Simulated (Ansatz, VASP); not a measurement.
# One calculation of Pb, two programs

```
Pb
1.0
     0.00000    2.49990    2.49990
     2.49990    0.00000    2.49990
     2.49990    2.49990    0.00000
Pb
1
Direct
  0.00000 0.00000 0.00000
```

Alike in both runs: functional r2SCAN; k mesh 8 × 8 × 8; occupations gaussian, width 0.1 eV; no spin polarisation.

Ansatz relaxed the structure, and its values are those at the end. VASP's run is a single point on that final structure, the one shown.

|  | VASP | Ansatz |
| --- | --- | --- |
| version | VASP 6.6.1 | Ansatz 0.2.0 |
| potentials or method | VASP PAW PBE potentials, release 64 (Pb_d) | scalar-relativistic, plane waves, PAW |
| plane-wave cutoff (eV) | 520 | 500 |
| valence electrons in the cell | 14 | 14 |

|  | VASP | Ansatz | Ansatz less VASP |
| --- | --- | --- | --- |
| gap on the k mesh at the Fermi level (eV) | none | none | - |
| pressure (GPa) | 0.0 | 0.0 | +0.02 |

A gap of «none» marks a metal or a gap that the smearing closes.

Caveats: the PAW data sets were made with another functional, which shifts forces and pressure a little (VASP). The runs have no spin-orbit coupling, so splittings on Pb are missing.
